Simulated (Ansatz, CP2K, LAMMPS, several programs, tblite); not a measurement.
Energy against volume for SiO2 (started from an entry of an open crystallographic database), at fixed shape and fractional coordinates, computed by several methods (PBE and r2SCAN, where shown, with plane waves in Ansatz); the cell shown is that of r2SCAN. With free coordinates or axes held, a curve is too stiff, and on another method's shape its minimum isn't the method's own volume. Space group P6_222 (No. 180), hexagonal; a = 5.059 Å, c = 5.541 Å in the conventional setting, 13.65 Å³ an atom. Si has 4 O at 1.61 Å; O has 2 Si at 1.61 Å. No spin polarisation and no zero-point or thermal motion. Energies count from each curve's lowest point; fits are third-order Birch-Murnaghan.

```
CELL_PARAMETERS angstrom
5.05906 0.00000 0.00000
-2.52953 4.38127 0.00000
0.00000 0.00000 5.54104
ATOMIC_POSITIONS crystal
Si 0.50000 0.50000 0.33333
Si 0.00000 0.50000 0.66667
Si 0.50000 0.00000 0.00000
O 0.20824 0.79176 0.83333
O 0.41648 0.20824 0.16667
O 0.20824 0.41648 0.50000
O 0.79176 0.20824 0.83333
O 0.58352 0.79176 0.16667
O 0.79176 0.58352 0.50000
```

light PBE (260 eV and a coarse mesh), on the shape of the cell shown:
```
V (Å³/atom)  E (meV/atom)
     12.555        112.82
     13.101         45.61
     13.646          0.00
     14.192         18.93
     14.738          7.68
     15.284         47.34
```
The points scatter about the fit by more than 0.3 meV an atom, since at so low a cutoff the number of plane waves jumps with the volume, so no fit is quoted.

r2SCAN, on the shape of its own relaxed cell:

| V (Å³/atom) | E (meV/atom) |
| --- | --- |
| 12.828 | 32.35 |
| 13.237 | 7.70 |
| 13.646 | 0.00 |
| 14.056 | 6.91 |
| 14.465 | 26.39 |

V₀ = 13.65 Å³ an atom and B₀ = 190 GPa.

SiO.tersoff (LAMMPS), on the shape of its own relaxed cell:

| V (Å³/atom) | E (meV/atom) |
| --- | --- |
| 13.426 | 26.98 |
| 13.855 | 6.41 |
| 14.283 | 0.00 |
| 14.712 | 5.81 |
| 15.140 | 22.14 |

V₀ = 14.28 Å³ an atom and B₀ = 152 GPa.

Problem. PBE/DZVP (CP2K), on the shape of the cell shown, gives
```
V (Å³/atom)  E (meV/atom)
     12.009        188.92
     12.828         56.65
     13.646          0.00
     14.465          1.00
     15.284         43.98
```
What equilibrium volume and bulk modulus follow?

Solution. V₀ = 14.04 Å³ an atom and B₀ = 165 GPa.

GFN2-xTB (tblite), on the shape of the cell shown, as a cluster of 72 atoms at the zone centre:
```tsv
V (Å³/atom)	E (meV/atom)
12.009	162.26
12.828	41.71
13.646	0.00
14.465	12.25
15.284	65.51
```
V₀ = 13.83 Å³ an atom and B₀ = 169 GPa.
